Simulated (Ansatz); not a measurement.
# Bi under changes of volume

One of the cells (31.117 Å³/atom); the others are scaled copies at fixed shape and fractional positions:

```
CELL_PARAMETERS angstrom
-1.98143 1.98143 1.98143
1.98143 -1.98143 1.98143
1.98143 1.98143 -1.98143
ATOMIC_POSITIONS crystal
Bi 0.00000 0.00000 0.00000
```

This isn't the form of Bi at room conditions, which is rhombohedral.

* Program: Ansatz 0.2.0
* Functional: r2SCAN
* Potentials or basis: Ansatz PAW
* Cutoff: 500 eV (not typed: the program's choice for these potentials)
* k mesh: 9 × 9 × 9
* Occupations: fermi-dirac, width 0.05 eV
* Spin: no spin polarisation

```csv
volume (Å³/atom),energy over the lowest point (meV/atom),pressure (GPa)
29.250,23.82,4.1
29.872,?,?
30.495,2.81,1.3
31.117,0.00,0.1
31.739,1.77,-1.0
32.362,7.63,-2.0
32.984,17.15,-2.9
```

**Question.** What does the run at 29.872 Å³/atom give?

**Answer.** Energy over the lowest point 10.63 meV/atom; pressure 2.6 GPa.

Worked out: A Birch-Murnaghan fit of order 3 (a polynomial in V^(-2/3)) to the other rows has its minimum at 31.18 Å³/atom with B0 = V·E''(V) = 58 GPa and B' = 4.0. It gives 10.56 meV/atom at 29.872 Å³/atom, against the run's 10.63, and -dE/dV = 2.7 GPa, against 2.6.

Energies are extrapolated to zero smearing.

Caveats: the PAW data sets come from PBE, with cores solved anew for the run's functional, which leaves a small shift of forces and pressure.
